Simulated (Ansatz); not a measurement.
## Calculated coordination and O-17 quadrupole coupling for BaTiO3

Cell: an entry of the Crystallography Open Database (COD), its atoms then relaxed with PBE in this cell.

```cif
data_structure
_symmetry_space_group_name_H-M 'P 1'
_symmetry_Int_Tables_number 1
_cell_length_a 3.9855
_cell_length_b 4.0178
_cell_length_c 4.0178
_cell_angle_alpha 89.834
_cell_angle_beta 90.000
_cell_angle_gamma 90.000
_cell_volume 64.34
loop_
_atom_site_label
_atom_site_type_symbol
_atom_site_fract_x
_atom_site_fract_y
_atom_site_fract_z
_atom_site_occupancy
Ba1 Ba 0.00000 0.00667 0.00667 1
Ti2 Ti 0.50000 0.52039 0.52039 1
O3 O 0.00000 0.49216 0.49216 1
O4 O 0.50000 0.49314 0.98451 1
O5 O 0.50000 0.98451 0.49314 1
```

Sites (sets of like atoms) are named by element and the number of their first atom in this list.

Computed with Ansatz: DFT, PBE, plane waves and PAW (field gradients read without the response of the frozen cores, which leaves them typically 4 to 6 % off), scalar-relativistic, 420 eV cutoff, Γ-centred 5×5×5 k-points, Fermi–Dirac smearing 0.02 eV.

Q(O-17) = -25.58 mb.

Task: Order the O environments from the weakest to the strongest quadrupole coupling.
A. O4: 2 Ti at 1.87–2.16 Å, angle 174°; also 4 Ba at 2.79–2.87 Å
B. O3: 2 Ti at 2.00 Å, angle 171°; also 4 Ba at 2.76–2.93 Å

Result: A (1.26 MHz, η = 0.01), B (1.81 MHz, η = 0.01).

At O4 and O3 V_zz points along the line of its two bonds (within 3°) in each case.
